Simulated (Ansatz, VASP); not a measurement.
Ti in VASP and in Ansatz

```
CELL_PARAMETERS angstrom
4.56802 0.00000 0.00000
-2.28401 3.95602 0.00000
0.00000 0.00000 2.82456
ATOMIC_POSITIONS crystal
Ti 0.00000 0.00000 0.00000
Ti 0.33333 0.66667 0.50000
Ti 0.66667 0.33333 0.50000
```

Alike in both runs: functional r2SCAN; k mesh 12 × 12 × 14; occupations gaussian, width 0.1 eV; no spin polarisation.

Ansatz relaxed the structure, and its values are those at the end. VASP's run is a single point on that final structure, the one shown.

|  | VASP | Ansatz |
| --- | --- | --- |
| version | VASP 6.6.1 | Ansatz 0.2.0 |
| potentials or method | VASP PAW PBE potentials, release 64 (Ti_sv) | scalar-relativistic, plane waves, PAW |
| plane-wave cutoff (eV) | 520 | 500 |
| valence electrons in the cell | 36 | 36 |

Ansatz gave:

* gap on the k mesh at the Fermi level (eV): none
* pressure (GPa): 0.0

**Question.** What did VASP give for the same quantities?

**Answer.** gap on the k mesh at the Fermi level (eV): none; pressure (GPa): 0.3.

A gap of «none» marks a metal or a gap that the smearing closes.

Caveats: the PAW data sets were made with another functional, which shifts forces and pressure a little (VASP).
